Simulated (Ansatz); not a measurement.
PbS (Galena):

```
CELL_PARAMETERS angstrom
0.00000 2.96575 2.96575
2.96575 0.00000 2.96575
2.96575 2.96575 0.00000
ATOMIC_POSITIONS crystal
Pb 0.00000 0.00000 0.00000
S 0.50000 0.50000 0.50000
```

| Property | Result |
| --- | --- |
| Program | Ansatz 0.2.0 |
| Task | relaxation of cell and atoms |
| Functional | HF |
| Potentials or basis | Ansatz PAW |
| Cutoff | 420 eV (not typed: the program's choice for these potentials) |
| k mesh | 4 × 4 × 4 |
| Occupations | fermi-dirac, width 0.05 eV |
| Spin | no spin polarisation |

At the start: volume 26.09 Å³/atom.

Where does the relaxation end?

It ends after 5 steps and the volume is 29.60 Å³/atom (+13.5 %); space group Fm-3m (No. 225, to 0.05 Å).

Step by step:
```csv
step,energy change (eV),largest force (eV/Å),volume (Å³)
1,0.0000,0.0000,52.17
2,-0.1560,0.0000,60.18
3,-0.1588,0.0000,59.37
4,-0.1589,0.0000,59.19
5,-0.1624,0.0000,59.19
```

Final structure:
```cif
data_structure
_symmetry_space_group_name_H-M 'P 1'
_symmetry_Int_Tables_number 1
_cell_length_a 4.3745
_cell_length_b 4.3745
_cell_length_c 4.3745
_cell_angle_alpha 60.000
_cell_angle_beta 60.000
_cell_angle_gamma 60.000
_cell_volume 59.19
loop_
_atom_site_label
_atom_site_type_symbol
_atom_site_fract_x
_atom_site_fract_y
_atom_site_fract_z
_atom_site_occupancy
Pb1 Pb 0.00000 0.00000 0.00000 1
S1 S 0.50000 0.50000 0.50000 1
```

Caveat: the k mesh is coarse (spacing up to 0.46 Å⁻¹), so the values aren't converged, least of all with exact exchange; the plane-wave basis is chosen anew once the cell has moved, so the energies of steps on either side of that aren't comparable; the volume moved by +13 % from the deposited cell, more than functionals usually miss; the PAW data sets come from PBE, with cores solved anew for the run's functional, which leaves a small shift of forces and pressure.
